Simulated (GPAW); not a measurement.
Crystal: Sn.

```xyz
1
Lattice="-2.0292 2.0292 1.6608 2.0292 -2.0292 1.6608 2.0292 2.0292 -1.6608" Properties=species:S:1:pos:R:3 pbc="T T T"
Sn    0.0000    0.0000    0.0000
```

This isn't the form of Sn at room conditions, which is tetragonal (white tin).

| Property | Result |
| --- | --- |
| Program | GPAW 26.7.0 |
| Task | single point |
| Functional | PBE |
| Potentials or basis | GPAW PAW data sets (gpaw-data 1.2.1) |
| Cutoff | 600 eV |
| Basis | pw |
| k mesh | 10 × 10 × 10 |
| Occupations | fermi-dirac, width 0.05 eV |
| Spin | no spin polarisation |

On this cell: pressure 0.6 GPa; band gap on the k mesh none (metal or under the smearing width).

The same run follows on a disturbed copy (cell strained at random at fixed volume):

```
Sn
1.0
    -1.96923    2.05623    1.62201
     2.04455   -2.03890    1.69286
     1.97855    2.04822   -1.60084
Sn
1
Direct
  0.00815 0.00113 0.99938
```

**Question.** What does the disturbed cell give?

**Answer.** The energy (extrapolated to zero smearing) moves by +1.7 meV/atom; pressure 0.8 GPa; band gap on the k mesh none (metal or under the smearing width).

Stress tensor (GPa, compression positive):
```
 0.29 -0.17 -0.31
-0.17  0.40 -0.08
-0.31 -0.08  1.80
```
